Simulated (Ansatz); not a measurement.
# Moving the pressure in NiAl

The cell as given:

```xyz
2
Lattice="2.8810 0.0000 0.0000 0.0000 2.8810 0.0000 0.0000 0.0000 2.8810" Properties=species:S:1:pos:R:3 pbc="T T T"
Ni    1.4405    1.4405    1.4405
Al    0.0000    0.0000    0.0000
```

Kept alike: task relaxation of cell and atoms; functional PBEsol; k mesh 9 × 9 × 9; occupations fermi-dirac, width 0.05 eV; collinear spin, ferromagnetic start. Program: Ansatz, all-electron LAPW, scalar-relativistic. The mesh is that of the run's cell of 2 atoms. No spin-orbit coupling.

| pressure, P (GPa) | volume (Å³/atom) |
| --- | --- |
| 0 | 11.711 |
| 5 | 11.400 |
| 10 | 11.126 |
| 20 | 10.661 |
| 30 | 10.279 |

The relaxations keep at least the cell's symmetry (Pm-3m). For a metal such a mesh leaves the last digits unconverged. The runs follow the start's structure, whether or not it is the stable one at these pressures. The moments vanished: the runs ended non-magnetic.

The volume falls from 11.711 to 10.279 Å³/atom between 0 and 30 GPa. The volume falls ever more slowly, since the solid stiffens under load. At the pressures aimed at, which the runs meet within some tenths of a GPa, the step from 0 to 5 GPa gives a mean bulk modulus near 186 GPa, the last step 274 GPa.

NiAl stiffens steadily under compression: the mean bulk modulus rises from near 186 GPa in the first step to 274 GPa in the last. As the atoms are pushed together, the kinetic energy of the valence electrons and the Pauli repulsion between overlapping shells climb faster than the bonding gains from Ni d–Al sp hybridization and metallic cohesion. With both atoms on sites fixed by symmetry, no internal rearrangement can soften this response, and all Ni–Al contacts shorten in equal proportion.

The volume at 0 GPa lies somewhat below the measured one, probably because PBEsol tends to overbind 3d metals and their compounds, so the stiffness is probably somewhat overestimated too. The loss of the moments fits the known absence of ferromagnetism in ordered NiAl, where hybridization with Al leaves the Ni d states largely filled and few states at the Fermi level. Compression broadens the d band and should weaken any magnetic tendency further. Resistance to uniform compression says nothing about resistance to shear, so no conclusion on strength or ductility follows.
